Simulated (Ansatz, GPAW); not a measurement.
# One calculation of HfN, 3 ways

```
Hf N
1.0
     0.00000    2.25600    2.25600
     2.25600    0.00000    2.25600
     2.25600    2.25600    0.00000
Hf N
1 1
Direct
  0.00000 0.00000 0.00000
  0.50000 0.50000 0.50000
```

Alike in all runs: task single point; functional RPBE; k mesh 10 × 10 × 10; occupations gaussian, width 0.1 eV; no spin polarisation; no spin-orbit coupling. Pressure is positive in compression and, in plane waves, holds the error of the finite cutoff, which Ansatz's Pulay term estimates and takes out.

```csv
program and potentials,plane-wave cutoff (eV),notes,band gap (eV),pressure (GPa)
"Ansatz, Ansatz PAW",420,"potentials made for PBE, which Ansatz adapts in part; 15.5 valence electrons an atom on average; Pulay term of +0.46 GPa included",no gap,11.28
"Ansatz, all-electron LAPW, scalar-relativistic",-,-,?,?
"GPAW, the program's PAW data sets (release 1.2.1) made for this functional",800,8.5 valence electrons an atom on average,no gap,11.99
```

Question: Estimate from the other rows what the run with Ansatz, all-electron LAPW, scalar-relativistic gave.

Answer: No band gap; pressure 11.31 GPa. The other rows, which needn't bracket it: pressure 11.28 to 11.99.
